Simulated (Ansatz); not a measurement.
# Fe (P6_3/mmc) in Ansatz: notebook

The runs below take Fe through band structure, single point, equation of state, with RPBE, SVWN5.

Everything below comes from runs of Ansatz 0.2.0. Logs are shortened: lines on timing, memory, paths and dates and some standing lists are left out, and cuts for length are marked.

## 1. The crystal as given

It takes space group P6_3/mmc (No. 194, hexagonal). The conventional cell has a = 2.434 Å, b = 2.434 Å, c = 3.842 Å, α = 90.00°, β = 90.00°, γ = 120.00°. Around Fe (site symmetry -6m2) lie 12 Fe at 2.38 to 2.43 Å.

This isn't the form of Fe at room conditions, which is bcc.

## 2. Band structure, RPBE, collinear spin, ferromagnetic start

Contents of input.yaml:

```yaml
crystal:
  lattice:
    - [2.4341575853, 0.0, 0.0]
    - [-1.2170787927, 2.1080423057, 0.0]
    - [0.0, 0.0, 3.84193447]
  atoms:
    - { symbol: Fe, position: [0.6666666667, 0.3333333333, 0.75], spin: 3.0 }
    - { symbol: Fe, position: [0.3333333333, 0.6666666667, 0.25], spin: 3.0 }
hamiltonian:
  xc: rpbe
  pseudopotentials: { kind: paw }
magnetization:
  spin_polarized: true
kpoints:
  mp_grid: { grid: [12, 12, 7] }
  band_path:
    path:
      - [[0.0, 0.0, 0.0], [0.5, 0.0, 0.0], [0.3333333333, 0.3333333333, 0.0], [0.0, 0.0, 0.0], [0.0, 0.0, 0.5], [0.5, 0.0, 0.5], [0.3333333333, 0.3333333333, 0.5], [0.0, 0.0, 0.5]]
      - [[0.5, 0.0, 0.5], [0.5, 0.0, 0.0]]
      - [[0.3333333333, 0.3333333333, 0.0], [0.3333333333, 0.3333333333, 0.5]]
    npoints: 14
scf:
  occupations: { method: fermi_dirac, width: 0.05 }
  n_extra_bands: 6
output:
  forces: true
  stress: true
  eigenvalues: true
  fatbands: false
```

Potentials or basis: Ansatz PAW.

Started as:

```console
> ansatz run input.yaml --threads 2 --pin off --max-ram 5120MiB --backend cpu --events-out ev --progress --plain --runs-dir out
```

The log of the run:

```text
Warning: the band count 22 (scf.n_extra_bands) hosts the net moment |M| = 6.0000 μB (N_el = 32) but caps the reachable moment at 2·n_bands − N_el = 12.0000 μB, below the 23 bands that the automatic rule leaves for it — a moment growing past the seed, or the majority channel's smearing tail, pins there with fewer empty majority states than that count leaves; raise or omit scf.n_extra_bands unless the cap is intended
Warning: RAYON_NUM_THREADS=2 ignored (pool sized by the plan → 2); use --threads N
scf.n_extra_bands = 6 over 16 filled bands (N_el = 32.0): the run solves 22 bands
Engine: ansatz 0.2.0, aarch64-unknown-linux-gnu
Pseudopotentials: kind: paw
Pseudopotential: Fe, paw, valence charge 16, recommended cutoff 420 eV (normal), Fe.paw.azcp
Functional definition: RPBE
  parameter kappa = 0.804
  parameter beta = 0.06672455060314922
  exchange = rpbe_x(kappa = kappa, mu = beta*pi^2/3)
  correlation = pbe_c(beta = beta)
Crystal: 2 atoms, lattice volume = 19.714 Å³
Basis set: ecut = 420 eV, 391 PW (Γ), exchange–correlation on 36×36×54 points (8 copies of the dense FFT grid, shifted against one another)
Bands: 22, of which v1, the nominal top of the filled ones, is band 16 counted from 1 (15 counted from 0)
Symmetry: 24 space group operations
Space group: P63/mmc (ITA 194), of the structure as read, at distance tolerance 2.7e-5 Å
Magnetic group: BNS 194.263 (UNI 1493), of the structure as read, at distance tolerance 2.7e-5 Å
k-points: 76 of 1008
Non-local potential: Fe, projectors of the file, l = 0: 3, l = 1: 2, l = 2: 3, l = 3: 1
PAW form: soft (Blöchl's): semilocal exchange-correlation on the pseudo side does not see the compensation charge
PAW frozen core: Fe, regenerated for the run's functional, and the local potential with it (the file was generated under x = pbe(κ = 0.804, μ = 0.2195149727645171), c = pbe(β = 0.06672455060314922))
PAW one-centre angular grid: Fe, 590 points (default); XC on 64 Gauss nodes
Initial density: superposition of atomic densities (chi_scale 0.1, normalization cell)
Starting moments: Σ|m| = 6 μB on 2 of 2 sites
Initial wavefunctions: pseudopotential atomic-orbital guess
Functional: x = rpbe, c = pbe(β = 0.06672455060314922)
SCF iter   1: F=—  HF=-8972.456133 eV  |F-HF|=—  |Δ(HF+E_count)|=         —  Δρ=3.87e-1 (↑3.87e-1 ↓2.14e-1)  dr2=4.84e0  dr2_m=1.59e1  M=0.853 μB ∫|m|=0.952 μB  β_m=0.30  ethr=3.10e-3  ⟨swp⟩=4.8  Hψ=12630  notcnv=0
Mixer restart at iter 1: flushing history
preconditioner: auto → none  [metal: Δε(μ)=0.011 eV  Ē_g=8.289 eV  σ=0.050 eV  W_gap=0.06  n_scr=2 (ndim 8)  ℏωp=33.5 eV  f_vac=0.000  D(μ)=2.35/eV (n_scr^D=34)  sad-step TF]
SCF iter   2: F=—  HF=-8969.693955 eV  |F-HF|=—  |Δ(HF+E_count)|=    2.76e0  Δρ=2.40e-1 (↑2.40e-1 ↓1.80e-1)  dr2=6.80e-1  dr2_m=7.89e0  M=0.853 μB ∫|m|=0.930 μB  β_m=0.59  ethr=3.10e-3  ⟨swp⟩=3.4  Hψ=7441  notcnv=0  defer=60
[... 9 lines left out ...]
SCF 1 converged in 11 iterations: F = -8970.179929 eV  dr2 = 2.79e-10
WARN: the starting moments were not kept: the SCF closed with an absolute magnetisation of 7.6e-6 μB, where they sum to 6 μB in size (2 sites). That is at most 0.1 of that sum. Measured as dr2_m measures the in/out step, that magnetisation stands 5.2e-11 eV from none, at or under the dr2_threshold of 1.0e-7 eV: it is no larger than a step whose dr2_m would equal this threshold. The system may hold no moment; this SCF shows only that its start led to no more than that. To try another start: raise the starting moments (crystal.atoms[].spin, magnetization.per_species, magnetization.initial_magnetization, or on a non-collinear deck that types none of these the spinor_matrix: blocks that start its atoms; where the total moment is fixed, keep their sum and leave initial_magnetization as it is; typed ones take the place of any that the run laid by itself, positive ones on a crystal's lanthanoids without a Hubbard term where scf.initial_density.shell_occupations: [] is typed) or, if the notice of its spin-set hold's release reads "site moments contracting" or "site moments show no strong build", lengthen the hold (scf.mixing.spin_hold: { on: { confirm: 4 } }; for m-r²SCAN on two components see the key's manual first). Each may lead to a state that holds a moment. A second SCF, from the converged charge density, with the starting moments and any scf.initial_density.shell_occupations laid on it anew, would have followed, and was not run: the deck does not ask for one (magnetization.retry_lost_moments is false, the default). To let it run, set magnetization.retry_lost_moments: true and run the deck again, where that key's refused combinations let it; where memory then withholds it, that run's warning says so.
NSCF: frozen V_eff on 129 k-points
SCF converged after 11 iterations
Magnetization: 0.0000 μB (16.0000 up, 16.0000 down)
Absolute magnetization: 0.0000 μB (∫|ρ↑−ρ↓|, with the PAW one-centre terms)
Spin contamination: 0.0000 ħ² per cell (⟨S²⟩ above its minimum at these occupations)
Per-site moments (μB) at R_I (Å): [(3.663314462947372e-6, 0.9818155270763972), (3.6633144629543155e-6, 0.9818155270763972)]
Free energy (F): -8970.179929 eV
Harris-Foulkes:  -8970.179929 eV  (|F-HF|=2.15e-10)
Internal energy: -8970.160370 eV  (E = F + TS)
E sigma→0 (E₀):  -8970.170150 eV
Entropy (-TS):   -0.019558 eV (-9.779 meV/atom)
Fermi energy:    22.093962 eV
--- Per-component energies (eV) ---
  E_band       = -325.403924
  E_kinetic    = 712.999564
  E_local      = -3767.093533  (includes V_loc(G=0)·N_el)
  E_nonlocal   = 423.989029
  E_hartree    = 1601.185748
  E_xc         = -240.123100
  E_vxc        = -309.188655  (∫ρ·V_xc dr)
  E_paw        = -2736.354145  (= ΣΔE_a)
  E_vpaw       = -588.485007  (= ΣTr[D̂ρ^β])
  E_aug_tail   = 0.001942  (compensation charges beyond the density's cutoff)
  E_ewald      = -4964.669638
  E_core_change = -0.096238  (= ΣΔE_core)
  E_smearing   = -0.019558  (= −TS)
  E_closure    = -0.000000  (closes the sum)
  Σ components = -8970.179929   (vs F -8970.179929, Δ=0.00e0)
--- Forces (eV/Å), atoms counted from 1 ---
  atom   1  Fe     0.00000000    -0.00000000     0.00000000
  atom   2  Fe     0.00000000     0.00000000     0.00000000
  max |Σ_I F_I| component: 1.39e-17 eV/Å
--- Stress (GPa, compression-positive) ---
       16.122096      -0.000000       0.000000
       -0.000000      16.122096      -0.000000
        0.000000      -0.000000      18.586457
  P = ⅓ Tr σ = 16.9435 GPa (169.435 kbar)
--- Band table (eV; the first three rows and the last of 152) ---
  k-point 0 ↑: bands = ["-65.3740", "-65.2188", "-31.6741", "-31.0660", "-31.0660", "-30.9571", "-30.9571", "-30.9403", "12.8248", "16.8794", "20.3253", "20.3253", "20.4797", "20.8243", "20.8243", "21.1769", "21.1769", "22.5266", "22.8331", "22.8331", "31.1779", "43.5468"]
  k-point 1 ↑: bands = ["-65.3663", "-65.2265", "-31.6389", "-31.0607", "-31.0607", "-30.9778", "-30.9625", "-30.9625", "13.0614", "16.8488", "20.2332", "20.2332", "20.3922", "20.7302", "20.7302", "21.3821", "21.3821", "21.8384", "22.8301", "22.8301", "32.2677", "43.3924"]
  k-point 2 ↑: bands = ["-65.3448", "-65.2480", "-31.5396", "-31.0822", "-31.0456", "-31.0456", "-30.9776", "-30.9776", "13.7429", "16.6156", "20.1288", "20.1288", "20.1675", "20.5111", "20.5111", "20.6244", "21.8013", "21.8013", "22.7701", "22.7701", "34.7967", "42.8775"]
  k-point 75 ↓: bands = ["-65.2081", "-65.2081", "-31.5036", "-31.5036", "-31.3599", "-31.3075", "-31.0655", "-31.0655", "18.4532", "18.5451", "18.5451", "18.6481", "19.7225", "19.7225", "21.2286", "21.5146", "22.8587", "22.8587", "29.2160", "29.2160", "30.3490", "31.7253"]
```

It took 5.2 s on 2 threads of Arm Neoverse V1, shared host; peak memory 0.33 GiB.

What came out:

```yaml
Free_energy: -8970.1799 eV
Pressure: 16.9 GPa
Band_gap_on_the_k_mesh: none (metal or under the smearing width)
Net_moment: 0.00 μB per cell
Absolute_moment: 0.00 μB per cell
```

Levels at the corners of the path, in eV from the Fermi level:
Spin up:
```csv
point,band 14,band 15,band 16,band 17,band 18,band 19
Γ,-1.27,-1.27,-0.92,-0.92,0.43,0.74
M,-1.63,-1.14,0.85,1.09,1.14,2.76
K,-2.15,-0.80,0.63,0.63,0.88,5.74
Γ,-1.27,-1.27,-0.92,-0.92,0.43,0.74
A,-1.89,-1.89,-1.89,0.33,0.33,0.33
L,-0.71,0.06,0.06,1.00,1.00,2.49
H,-2.38,-0.76,-0.76,0.77,0.77,7.14
A,-1.89,-1.89,-1.89,0.33,0.33,0.33
L,-0.71,0.06,0.06,1.00,1.00,2.49
M,-1.63,-1.14,0.85,1.09,1.14,2.76
K,-2.15,-0.80,0.63,0.63,0.88,5.74
H,-2.38,-0.76,-0.76,0.77,0.77,7.14
```
Spin down:
| point | band 13 | band 14 | band 15 | band 16 | band 17 | band 18 | band 19 | band 20 |
| --- | --- | --- | --- | --- | --- | --- | --- | --- |
| Γ | -1.61 | -1.27 | -1.27 | -0.92 | -0.92 | 0.43 | 0.74 | 0.74 |
| M | -2.09 | -1.63 | -1.14 | 0.85 | 1.09 | 1.14 | 2.76 | 4.96 |
| K | -2.15 | -2.15 | -0.80 | 0.63 | 0.63 | 0.88 | 5.74 | 6.87 |
| Γ | -1.61 | -1.27 | -1.27 | -0.92 | -0.92 | 0.43 | 0.74 | 0.74 |
| A | -1.89 | -1.89 | -1.89 | -1.89 | 0.33 | 0.33 | 0.33 | 0.33 |
| L | -0.71 | -0.71 | 0.06 | 0.06 | 1.00 | 1.00 | 2.49 | 2.49 |
| H | -2.38 | -2.38 | -0.76 | -0.76 | 0.77 | 0.77 | 7.14 | 7.14 |
| A | -1.89 | -1.89 | -1.89 | -1.89 | 0.33 | 0.33 | 0.33 | 0.33 |
| L | -0.71 | -0.71 | 0.06 | 0.06 | 1.00 | 1.00 | 2.49 | 2.49 |
| M | -2.09 | -1.63 | -1.14 | 0.85 | 1.09 | 1.14 | 2.76 | 4.96 |
| K | -2.15 | -2.15 | -0.80 | 0.63 | 0.63 | 0.88 | 5.74 | 6.87 |
| H | -2.38 | -2.38 | -0.76 | -0.76 | 0.77 | 0.77 | 7.14 | 7.14 |

Caveat: the starting moments collapsed, and a magnetic state may lie lower; so large a pressure means that the cell lies far from this level's equilibrium, or that cutoff or potentials fall short; the PAW data sets come from PBE, with cores solved anew for the run's functional, which leaves a small shift of forces and pressure; the starting moments weren't kept.

## 3. Single point, SVWN5, collinear spin, ferromagnetic start, 9.27 Å³/atom (volume scaled by 0.94)

Contents of input.yaml:

```yaml
crystal:
  lattice:
    - [2.384466957, 0.0, 0.0]
    - [-1.1922334785, 2.0650089592, 0.0]
    - [0.0, 0.0, 3.7635056374]
  atoms:
    - { symbol: Fe, position: [0.6666666667, 0.3333333333, 0.75], spin: 3.0 }
    - { symbol: Fe, position: [0.3333333333, 0.6666666667, 0.25], spin: 3.0 }
hamiltonian:
  xc: { exchange: slater, correlation: vwn5 }
  pseudopotentials: { kind: paw }
magnetization:
  spin_polarized: true
kpoints:
  mp_grid: { grid: [12, 12, 7] }
scf:
  occupations: { method: fermi_dirac, width: 0.05 }
output:
  forces: true
  stress: true
  eigenvalues: true
```

Potentials or basis: Ansatz PAW.

Started as:

```console
> ansatz run input.yaml --threads 2 --pin off --max-ram 5120MiB --backend cpu --events-out ev --progress --plain --runs-dir out
```

Run time: 3.6 s. Hardware: 2 threads of Arm Neoverse V1, shared host; peak memory 0.33 GiB.

Results (log left out):

```
Free energy            : -8840.7660 eV
Pressure               : 10.8 GPa
Band gap on the k mesh : none (metal or under the smearing width)
Net moment             : 0.00 μB per cell
Absolute moment        : 0.00 μB per cell
```

Caveat: the starting moments collapsed, and a magnetic state may lie lower; the PAW data sets come from PBE, with cores solved anew for the run's functional, which leaves a small shift of forces and pressure; the starting moments weren't kept.

## 4. Single point, SVWN5, collinear spin, ferromagnetic start, 9.46 Å³/atom (volume scaled by 0.96)

input.yaml: that of step 3 with these lines changed.

```diff
@@ -2,5 +2,5 @@
   lattice:
-    - [2.384466957, 0.0, 0.0]
-    - [-1.1922334785, 2.0650089592, 0.0]
-    - [0.0, 0.0, 3.7635056374]
+    - [2.4012595311, 0.0, 0.0]
+    - [-1.2006297656, 2.079551755, 0.0]
+    - [0.0, 0.0, 3.7900100715]
   atoms:
@@ -21 +21,5 @@
   eigenvalues: true
+  write_density: true
+  write_potential: true
+  elf: true
+  volumetric_format: npy
```

Started as:

```console
> ansatz run input.yaml --threads 2 --pin off --max-ram 5120MiB --backend cpu --events-out ev --progress --plain --runs-dir out
```

Wall time 4.3 s (2 threads of Arm Neoverse V1, shared host); peak memory 0.34 GiB.

Results (log left out):

```
Free energy            : -8840.7826 eV
Pressure               : 2.8 GPa
Band gap on the k mesh : none (metal or under the smearing width)
Net moment             : 0.00 μB per cell
Absolute moment        : 0.00 μB per cell
```

Caveat: the starting moments collapsed, and a magnetic state may lie lower; the PAW data sets come from PBE, with cores solved anew for the run's functional, which leaves a small shift of forces and pressure; the starting moments weren't kept.

## 5. Single point, SVWN5, collinear spin, ferromagnetic start, 9.66 Å³/atom (volume scaled by 0.98)

input.yaml: that of step 4 with these lines changed.

```diff
@@ -2,5 +2,5 @@
   lattice:
-    - [2.4012595311, 0.0, 0.0]
-    - [-1.2006297656, 2.079551755, 0.0]
-    - [0.0, 0.0, 3.7900100715]
+    - [2.417820465, 0.0, 0.0]
+    - [-1.2089102325, 2.0938939445, 0.0]
+    - [0.0, 0.0, 3.816148898]
   atoms:
@@ -21,5 +21 @@
   eigenvalues: true
-  write_density: true
-  write_potential: true
-  elf: true
-  volumetric_format: npy
```

Started as:

```console
> ansatz run input.yaml --threads 2 --pin off --max-ram 5120MiB --backend cpu --events-out ev --progress --plain --runs-dir out
```

Run time: 3.8 s. Hardware: 2 threads of Arm Neoverse V1, shared host; peak memory 0.34 GiB.

The run converged. Its results:

```
Free energy            : -8840.7806 eV
Pressure               : -4.3 GPa
Band gap on the k mesh : none (metal or under the smearing width)
Net moment             : 0.00 μB per cell
Absolute moment        : 0.00 μB per cell
```

Caveat: the starting moments collapsed, and a magnetic state may lie lower; the PAW data sets come from PBE, with cores solved anew for the run's functional, which leaves a small shift of forces and pressure; the starting moments weren't kept.

## 6. Single point, SVWN5, collinear spin, ferromagnetic start, 9.86 Å³/atom

input.yaml: that of step 5 with these lines changed.

```diff
@@ -2,5 +2,5 @@
   lattice:
-    - [2.417820465, 0.0, 0.0]
-    - [-1.2089102325, 2.0938939445, 0.0]
-    - [0.0, 0.0, 3.816148898]
+    - [2.4341575853, 0.0, 0.0]
+    - [-1.2170787927, 2.1080423057, 0.0]
+    - [0.0, 0.0, 3.84193447]
   atoms:
```

Potentials or basis: Ansatz PAW.

Started as:

```console
> ansatz run input.yaml --threads 2 --pin off --max-ram 5120MiB --backend cpu --events-out ev --progress --plain --runs-dir out
```

Wall time 3.8 s (2 threads of Arm Neoverse V1, shared host); peak memory 0.34 GiB.

Results (log left out):

```
Free energy            : -8840.7619 eV
Pressure               : -10.7 GPa
Band gap on the k mesh : none (metal or under the smearing width)
Net moment             : 0.00 μB per cell
Absolute moment        : 0.00 μB per cell
```

Caveat: the starting moments collapsed, and a magnetic state may lie lower; the PAW data sets come from PBE, with cores solved anew for the run's functional, which leaves a small shift of forces and pressure; the starting moments weren't kept.

## 7. Single point, SVWN5, collinear spin, ferromagnetic start, 10.05 Å³/atom (volume scaled by 1.02)

input.yaml: that of step 6 with these lines changed.

```diff
@@ -2,5 +2,5 @@
   lattice:
-    - [2.4341575853, 0.0, 0.0]
-    - [-1.2170787927, 2.1080423057, 0.0]
-    - [0.0, 0.0, 3.84193447]
+    - [2.450278304, 0.0, 0.0]
+    - [-1.2251391521, 2.1220032576, 0.0]
+    - [0.0, 0.0, 3.8673784861]
   atoms:
```

Started as:

```console
> ansatz run input.yaml --threads 2 --pin off --max-ram 5120MiB --backend cpu --events-out ev --progress --plain --runs-dir out
```

It took 4 s on 2 threads of Arm Neoverse V1, shared host; peak memory 0.34 GiB.

The run converged. Its results:

| Item | Value |
| --- | --- |
| Free energy | -8840.7285 eV |
| Pressure | -16.4 GPa |
| Band gap on the k mesh | none (metal or under the smearing width) |
| Net moment | 0.00 μB per cell |
| Absolute moment | 0.00 μB per cell |

Caveat: the starting moments collapsed, and a magnetic state may lie lower; the PAW data sets come from PBE, with cores solved anew for the run's functional, which leaves a small shift of forces and pressure; the starting moments weren't kept.

## 8. Single point, SVWN5, collinear spin, ferromagnetic start, 10.25 Å³/atom (volume scaled by 1.04)

input.yaml: that of step 7 with these lines changed.

```diff
@@ -2,5 +2,5 @@
   lattice:
-    - [2.450278304, 0.0, 0.0]
-    - [-1.2251391521, 2.1220032576, 0.0]
-    - [0.0, 0.0, 3.8673784861]
+    - [2.4661896479, 0.0, 0.0]
+    - [-1.233094824, 2.1357828857, 0.0]
+    - [0.0, 0.0, 3.8924920371]
   atoms:
```

Started as:

```console
> ansatz run input.yaml --threads 2 --pin off --max-ram 5120MiB --backend cpu --events-out ev --progress --plain --runs-dir out
```

Wall time 4 s (2 threads of Arm Neoverse V1, shared host); peak memory 0.34 GiB.

The run converged. Its results:

* Free energy: -8840.6819 eV
* Pressure: -21.4 GPa
* Band gap on the k mesh: none (metal or under the smearing width)
* Net moment: 0.00 μB per cell
* Absolute moment: 0.00 μB per cell

Caveat: the starting moments collapsed, and a magnetic state may lie lower; the PAW data sets come from PBE, with cores solved anew for the run's functional, which leaves a small shift of forces and pressure; the starting moments weren't kept.

## 9. Single point, SVWN5, collinear spin, ferromagnetic start, 10.45 Å³/atom (volume scaled by 1.06)

input.yaml: that of step 8 with these lines changed.

```diff
@@ -2,5 +2,5 @@
   lattice:
-    - [2.4661896479, 0.0, 0.0]
-    - [-1.233094824, 2.1357828857, 0.0]
-    - [0.0, 0.0, 3.8924920371]
+    - [2.4818982858, 0.0, 0.0]
+    - [-1.2409491429, 2.1493869651, 0.0]
+    - [0.0, 0.0, 3.9172856485]
   atoms:
```

Potentials or basis: Ansatz PAW.

Started as:

```console
> ansatz run input.yaml --threads 2 --pin off --max-ram 5120MiB --backend cpu --events-out ev --progress --plain --runs-dir out
```

It took 3.9 s on 2 threads of Arm Neoverse V1, shared host; peak memory 0.34 GiB.

It converged, with:

```
Free energy            : -8840.6236 eV
Pressure               : -25.9 GPa
Band gap on the k mesh : none (metal or under the smearing width)
Net moment             : 0.00 μB per cell
Absolute moment        : 0.00 μB per cell
```

Caveat: the starting moments collapsed, and a magnetic state may lie lower; the PAW data sets come from PBE, with cores solved anew for the run's functional, which leaves a small shift of forces and pressure; the starting moments weren't kept.

## 10. Equation of state, SVWN5, collinear spin, ferromagnetic start

Potentials or basis: Ansatz PAW.

This step only gathers the single runs of the series.

What came out:

```yaml
Equilibrium_volume: 9.54 Å³/atom
Bulk_modulus_at_fixed_shape_and_positions: 350 GPa
Pressure_derivative_of_the_bulk_modulus: 4.6
```

Energy against volume, from the lowest point:
```tsv
volume (Å³/atom)	energy (meV/atom)
9.266	8.28
9.463	0.00
9.660	1.01
9.857	10.34
10.054	27.06
10.251	50.35
10.448	79.49
```

Caveat: the cell was scaled at fixed shape and fractional positions, which overstates the stiffness of a crystal with free parameters, most of all of layers and chains.
